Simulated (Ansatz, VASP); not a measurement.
## Ag3O in two plane-wave programs

Aim: how closely do two programs agree when they are given the same cell, functional and k mesh? The cell is taken from a series of runs on this material, whose earlier steps may have relaxed, scaled, displaced or heated it; both programs get it as it stands.

Method: plane waves, with VASP 6.6.1 beside it; relaxation of cell and atoms at BLYP with D3(BJ), in Ansatz 0.2.0.

### 1. The starting structure

The structure is trigonal, space group P-31m (No. 162). Conventional cell: a = 5.318 Å, b = 5.318 Å, c = 4.951 Å, α = 90.00°, β = 90.00°, γ = 120.00°. Nearest to Ag lie 2 O at 2.29 Å. O has 6 Ag at 2.29 Å nearest. Farther neighbours and most contacts between anions are not listed.

### 2. VASP: relaxation of cell and atoms, BLYP with D3(BJ)

The relaxed volume is the usual yardstick between codes: in a stiff, nearly cubic crystal its relative difference is about their pressure difference at one cell divided by the bulk modulus.

Lines of VASP's logs that name or quote its potential files are left out, and so is its time.

Input file INCAR:

```
SYSTEM = Ag3O
PREC = Accurate
ENCUT = 600
EDIFF = 1E-07
NELM = 120
ISMEAR = 0
SIGMA = 0.1
LREAL = .FALSE.
ALGO = Normal
GGA = B5
ALDAX = 1
AGGAX = 1
AGGAC = 1
ALDAC = 0
IVDW = 12
VDW_S6 = 1
VDW_S8 = 2.6996
VDW_A1 = 0.4298
VDW_A2 = 4.2359
NBANDS = 48
LASPH = .TRUE.
LORBIT = 11
LWAVE = .FALSE.
LCHARG = .FALSE.
ISIF = 3
IBRION = 2
NSW = 80
EDIFFG = -0.005
GGA_COMPAT = .FALSE.
NELMIN = 4
KPAR = 2
```

Input file POSCAR:

```
Ag3O
1.0
    5.3180000000      0.0000000000      0.0000000000
   -2.6590000000      4.6055230000      0.0000000000
    0.0000000000      0.0000000000      4.9510000000
Ag O
6 2
Direct
    0.3108499436      0.0000000000      0.2228000404
    0.0000000473      0.3108500381      0.2228000404
    0.6891500092      0.6891499619      0.2228000404
    0.9999999527      0.6891499619      0.7771999596
    0.6891500564      0.0000000000      0.7771999596
    0.3108499908      0.3108500381      0.7771999596
    0.3333333695      0.6666667390      0.5000000000
    0.6666666305      0.3333332610      0.5000000000
```

Input file KPOINTS:

```
Automatic mesh
0
Gamma
6 6 6
0 0 0
```

Potentials, in the order of the species: Ag and O (PBE family, release 64).

Started as:

```console
$ mpirun -np 2 vasp_std
```

Numbers of over 12 decimals in the logs are rounded to 6 here.

The program printed:

```text
[banner, memory and clock lines left out]
running    2 mpi-ranks, on    1 nodes
 distrk:  each k-point on    1 cores,    2 groups
 distr:  one band on    1 cores,    1 groups

 POSCAR found type information on POSCAR AgO
 POSCAR found :  2 types and       8 ions
|                                                                             |
|               ----> ADVICE to this user running VASP <----                  |
|                                                                             |
|     You enforced a specific xc type in the INCAR file but a different       |
|     [... a line on the potential file left out ...]
|     I HOPE YOU KNOW WHAT YOU ARE DOING!                                     |
|                                                                             |

 LDA part: xc-table for (Slater(with rela. corr.)+VWN5), standard interpolation
 POSCAR, INCAR and KPOINTS ok, starting setup
 FFT: planning ... GRIDC
 FFT: planning ... GRID_SOFT
 FFT: planning ... GRID
 WAVECAR not read
 entering main loop
       N       E                     dE             d eps       ncg     rms          rms(c)
DAV:   1     0.650858455040E+03    0.65086E+03   -0.44636E+04  3264   0.182E+03
DAV:   2     0.629947634803E+01   -0.64456E+03   -0.61040E+03  3480   0.412E+02
DAV:   3    -0.286440983728E+02   -0.34944E+02   -0.34307E+02  3632   0.953E+01
DAV:   4    -0.290748421029E+02   -0.43074E+00   -0.43042E+00  3504   0.110E+01
DAV:   5    -0.290775213044E+02   -0.26792E-02   -0.26790E-02  3712   0.859E-01    0.191E+01
DAV:   6    -0.234133136565E+02    0.56642E+01   -0.30457E+01  4496   0.417E+01    0.138E+01
DAV:   7    -0.225819635963E+02    0.83135E+00   -0.50611E+00  3640   0.154E+01    0.816E+00
DAV:   8    -0.225647396745E+02    0.17224E-01   -0.12921E+00  3424   0.532E+00    0.272E+00
DAV:   9    -0.225550361538E+02    0.97035E-02   -0.70989E-02  4376   0.168E+00    0.446E-01
DAV:  10    -0.225531294121E+02    0.19067E-02   -0.20504E-02  3760   0.929E-01    0.230E-01
DAV:  11    -0.225527675207E+02    0.36189E-03   -0.17492E-03  3448   0.216E-01    0.813E-02
DAV:  12    -0.225527635410E+02    0.39797E-05   -0.20291E-04  3632   0.751E-02    0.293E-02
DAV:  13    -0.225527584930E+02    0.50481E-05   -0.22553E-05  3528   0.266E-02    0.737E-03
DAV:  14    -0.225527586288E+02   -0.13587E-06   -0.69349E-06  3640   0.144E-02    0.263E-03
DAV:  15    -0.225527586744E+02   -0.45589E-07   -0.65869E-07  3576   0.475E-03
   1 F= -.30402250E+02 E0= -.30399546E+02  d E =-.304022E+02
[...]
2 F= -.30409619E+02 E0= -.30406873E+02  d E =-.736959E-02
[...]
3 F= -.30410264E+02 E0= -.30407529E+02  d E =-.801437E-02
[...]
4 F= -.30410870E+02 E0= -.30408069E+02  d E =-.606387E-03
[...]
5 F= -.30410870E+02 E0= -.30408069E+02  d E =-.606087E-03
[...]
6 F= -.30410910E+02 E0= -.30408089E+02  d E =-.401471E-04
 trial-energy change:   -0.000040  1 .order   -0.000041   -0.000051   -0.000030
 step:   2.3859(harm=  2.3859)  dis= 0.00144  next Energy=   -30.410933 (dE=-0.633E-04)
 bond charge predicted
       N       E                     dE             d eps       ncg     rms          rms(c)
DAV:   1    -0.226266274884E+02    0.62832E-03   -0.36489E-02  3264   0.777E-01    0.288E-02
DAV:   2    -0.226266317711E+02   -0.42827E-05   -0.24266E-04  3704   0.973E-02    0.148E-02
DAV:   3    -0.226266281040E+02    0.36671E-05   -0.62088E-06  3688   0.168E-02    0.856E-03
DAV:   4    -0.226266270740E+02    0.10300E-05   -0.20972E-06  3728   0.101E-02    0.312E-03
DAV:   5    -0.226266270481E+02    0.25909E-07   -0.48208E-07  3480   0.412E-03
   7 F= -.30410932E+02 E0= -.30408082E+02  d E =-.619030E-04
 curvature:  -1.23 expect dE=-0.132E-04 dE for cont linesearch -0.281E-09
 trial: gam= 0.19080 g(F)=  0.182E-05 g(S)=  0.889E-05 ort =-0.112E-06 (trialstep = 0.124E+01)
 search vector abs. value=  0.127E-04
 reached required accuracy - stopping structural energy minimisation
```

From OUTCAR (step 2):

```text
ion  position               nearest neighbor table
   1  0.311  0.000  0.223-   7 2.29   8 2.29   4 2.76   6 2.76   2 2.86   3 2.86   5 2.99   2 3.18
                             3 3.18   3 3.18   2 3.18   6 3.20   4 3.20   5 3.40
   2  0.000  0.311  0.223-   7 2.29   8 2.29   6 2.76   5 2.76   1 2.86   3 2.86   4 2.99   1 3.18
                             3 3.18   3 3.18   1 3.18   6 3.20   5 3.20   4 3.40
   3  0.689  0.689  0.223-   8 2.29   7 2.29   4 2.76   5 2.76   1 2.86   2 2.86   6 2.99   1 3.18
                             2 3.18   2 3.18   1 3.18   4 3.20   5 3.20   6 3.40
   4  1.000  0.689  0.777-   8 2.29   7 2.29   3 2.76   1 2.76   5 2.86   6 2.86   2 2.99   5 3.18
                             6 3.18   6 3.18   5 3.18   3 3.20   1 3.20   2 3.40
   5  0.689  0.000  0.777-   8 2.29   7 2.29   2 2.76   3 2.76   4 2.86   6 2.86   1 2.99   4 3.18
                             6 3.18   6 3.18   4 3.18   2 3.20   3 3.20   1 3.40
   6  0.311  0.311  0.777-   7 2.29   8 2.29   2 2.76   1 2.76   5 2.86   4 2.86   3 2.99   5 3.18
                             4 3.18   4 3.18   5 3.18   2 3.20   1 3.20   3 3.40
   7  0.333  0.667  0.500-   1 2.29   5 2.29   2 2.29   6 2.29   4 2.29   3 2.29
   8  0.667  0.333  0.500-   5 2.29   1 2.29   4 2.29   3 2.29   2 2.29   6 2.29

  LATTYP: Found a hexagonal cell.
 ALAT       =     5.3180000000
 C/A-ratio  =     0.9309890936

 Subroutine GETGRP returns: Found 12 space group operations
 (whereof 12 operations were pure point group operations)

The static configuration has the point symmetry D_3d.

 Found     34 irreducible k-points:

   k-points           NKPTS =     34   k-points in BZ     NKDIM =     34   number of bands    NBANDS=     48

   dimension x,y,z NGX =    42 NGY =   42 NGZ =   40
   dimension x,y,z NGXF=    84 NGYF=   84 NGZF=   80

   ENCUT  =  600.0 eV  44.10 Ry    6.64 a.u.  10.62 10.62  9.89*2*pi/ulx,y,z

   NELECT =      78.0000    total number of electrons

 k-points in reciprocal lattice and weights: Automatic mesh
   0.00000000  0.00000000  0.00000000       0.005
   0.16666667  0.00000000  0.00000000       0.028
   0.33333333  0.00000000  0.00000000       0.028
   0.50000000  0.00000000  0.00000000       0.014
   0.16666667  0.16666667  0.00000000       0.028
   0.33333333  0.16666667  0.00000000       0.056
   0.33333333  0.33333333  0.00000000       0.009
   0.00000000  0.00000000  0.16666667       0.009
   0.16666667  0.00000000  0.16666667       0.056
[...]
0.33333333  0.16666667  0.50000000       0.056
   0.33333333  0.33333333  0.50000000       0.009

 Edisp (eV)   -7.78365

 average (electrostatic) potential at core
       1 -71.4349       2 -71.4349       3 -71.4349       4 -71.4349       5 -71.4349
       6 -71.4349       7 -67.7922       8 -67.7922

 E-fermi :   7.1874

 k-point     1 :       0.0000    0.0000    0.0000
  band No.  band energies     occupation
    ...
     34       5.5146      2.00000
     35       5.5146      2.00000
     36       5.5198      2.00000
     37       6.4146      2.00000
     38       6.4146      2.00000
     39       7.2897      0.14806
     40       9.0563      0.00000
     41      11.4488      0.00000
     42      11.4488      0.00000
     43      12.3509      0.00000
    ...

 k-point     2 :       0.1667    0.0000    0.0000
  band No.  band energies     occupation
    ...
     35       5.5423      2.00000
     36       5.6603      2.00000
     37       6.1462      2.00000
     38       6.5020      2.00000
     39       7.0440      1.95754
     40       8.9850      0.00000
     41      10.5289      0.00000
     42      11.0776      0.00000
     43      11.5840      0.00000
     44      12.2158      0.00000
    ...

 k-point     3 :       0.3333    0.0000    0.0000
  band No.  band energies     occupation
    ...
     35       5.6073      2.00000
     36       5.8306      2.00000
     37       6.0877      2.00000
     38       6.4588      2.00000
     39       6.7190      2.00000
     40       7.7445      0.00000
     41       9.7347      0.00000
     42      10.5538      0.00000
     43      12.0089      0.00000
     44      12.0797      0.00000
    ...

 Edisp (eV)   -7.78430

  Total       0.00840     0.00840     0.03652     0.00000     0.00000    -0.00000
  in kB       0.11005     0.11005     0.47853     0.00000     0.00000    -0.00000
  external pressure =        0.23 kB  Pullay stress =        0.00 kB

  energy-cutoff  :      600.00
  volume of cell :      122.26
      direct lattice vectors                 reciprocal lattice vectors
     5.335394811 -0.000000000  0.000000000     0.187427554  0.108211351 -0.000000000
    -2.667697405  4.620587347  0.000000000     0.000000000  0.216422702 -0.000000000
     0.000000000  0.000000000  4.959191917    -0.000000000 -0.000000000  0.201645755

 POSITION                                       TOTAL-FORCE (eV/Angst)
 -----------------------------------------------------------------------------------
      1.65634     -0.00000      1.09538         0.000176     -0.000000     -0.002500
     -0.82817      1.43443      1.09538        -0.000088      0.000153     -0.002500
      1.83953      3.18616      1.09538        -0.000088     -0.000153     -0.002500
      3.49587      3.18616      3.86382         0.000088     -0.000153      0.002500
      1.01136      4.62059      3.86382        -0.000176     -0.000000      0.002500
      0.82817      1.43443      3.86382         0.000088      0.000153      0.002500
     -0.00000      3.08039      2.47960         0.000000     -0.000000     -0.000000
      2.66770      1.54020      2.47960        -0.000000     -0.000000     -0.000000
 -----------------------------------------------------------------------------------
    total drift:                                0.000000     -0.000000      0.000000

  FREE ENERGIE OF THE ION-ELECTRON SYSTEM (eV)
  ---------------------------------------------------
  free  energy   TOTEN  =       -30.4109320344 eV

  energy  without entropy=      -30.4052321307  energy(sigma->0) =      -30.40808208

 reached required accuracy - stopping structural energy minimisation

 total charge
# of ion       s       p       d       tot
------------------------------------------
    1        0.358   0.259   9.216   9.833
    2        0.358   0.259   9.216   9.833
    3        0.358   0.259   9.216   9.833
    4        0.358   0.259   9.216   9.833
    5        0.358   0.259   9.216   9.833
    6        0.358   0.259   9.216   9.833
    7        1.569   3.331   0.000   4.900
    8        1.569   3.331   0.000   4.900
--------------------------------------------------
tot          5.285   8.216  55.298  68.799

[... 3 further parts left out ...]
```

CONTCAR:

```
Ag3O
   1.00000000000000
     5.3353948107479789   -0.0000000000000000    0.0000000000000000
    -2.6676974053739895    4.6205873470482963    0.0000000000000000
     0.0000000000000000    0.0000000000000000    4.9591919166666845
  Ag              O
     6     2
Direct
     0.3104431109990105    0.0000000000000000    0.2208779158473315
     0.0000000473000108    0.3104432054990375    0.2208779158473315
     0.6895568418009732    0.6895567945009625    0.2208779158473315
     0.9999999526999892    0.6895567945009625    0.7791220841526685
     0.6895568890009894    1.0000000000000000    0.7791220841526685
     0.3104431581990266    0.3104432054990375    0.7791220841526685
     0.3333333694999965    0.6666667390000001    0.5000000000000000
     0.6666666305000035    0.3333332609999999    0.5000000000000000
```

The run keeps the 12 symmetry operations of its start, so it cannot find a distortion of lower symmetry.

(Continued in part 2 of 2.)

[Lines on the potential files, build, host, timing and source positions are cut from VASP's logs without a mark.]

[Logs are printed without paths, hosts, clocks, repeated set-up lines and the standing remarks that a program may print on its own settings, such as how far it seeks lower states.]

[Hosts, paths, dates, database ids (printed as entryN), source tags and the programs' standing remarks are cut or masked in the printed files.]
